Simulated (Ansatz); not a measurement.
# Ge: the cost of one run

Method: DFT PBE, scalar-relativistic, in Ansatz 0.2.0.

### 1 The structure to begin with

The structure is cubic, space group Fd-3m (No. 227). The conventional cell has a = 5.658 Å, b = 5.658 Å, c = 5.658 Å, α = 90.00°, β = 90.00°, γ = 90.00°. Around Ge (site symmetry -43m) lie 4 Ge at 2.45 Å.

Coordinates:

```
Ge
1.0
     0.00000    2.82877    2.82877
     2.82877    0.00000    2.82877
     2.82877    2.82877    0.00000
Ge
2
Direct
  0.50000 0.50000 0.50000
  0.75000 0.75000 0.75000
```

Atoms are numbered in the order of the input: Ge1, Ge2.

### 2 After the deformation

Space group Fd-3m before, I4_1/amd after.

### 3 All-electron LAPW

input.yaml

```yaml
crystal:
  lattice:
    - [0.0, 2.82877, 2.7721946]
    - [2.82877, 0.0, 2.7721946]
    - [2.82877, 2.82877, 0.0]
  atoms:
    - { symbol: Ge, position: [0.5, 0.5, 0.5] }
    - { symbol: Ge, position: [0.75, 0.75, 0.75] }
kpoints:
  mp_grid: { grid: [10, 10, 10] }
  band_path:
    path:
      - [0.0, 0.0, 0.0]
      - [0.0, 0.5, 0.5]
      - [0.25, 0.75, 0.5]
      - [0.0, 0.5, 0.0]
      - [0.0, 0.0, 0.0]
      - [0.5, 0.5, 0.0]
      - [0.3801541025, 0.6198458975, 0.0]
      - [-0.3801541025, 0.3801541025, 0.0]
      - [0.0, 0.0, 0.0]
    npoints: 5
scf:
  occupations: { method: fermi_dirac, width: 0.05 }
hamiltonian:
  xc: pbe
  pseudopotentials: { kind: all_electron, lapw: { basis_error: 0.00025 } }
output:
  forces: true
  stress: true
  eigenvalues: true
```

Run with:

```
$ ansatz run input.yaml --threads 1 --pin off --max-ram 3072MiB --backend cpu --events-out ev --progress --plain --runs-dir out
```

What time and memory should one allow on 1 thread of Arm Neoverse V2, shared host?

About 47 s, with a peak of 0.57 GiB.
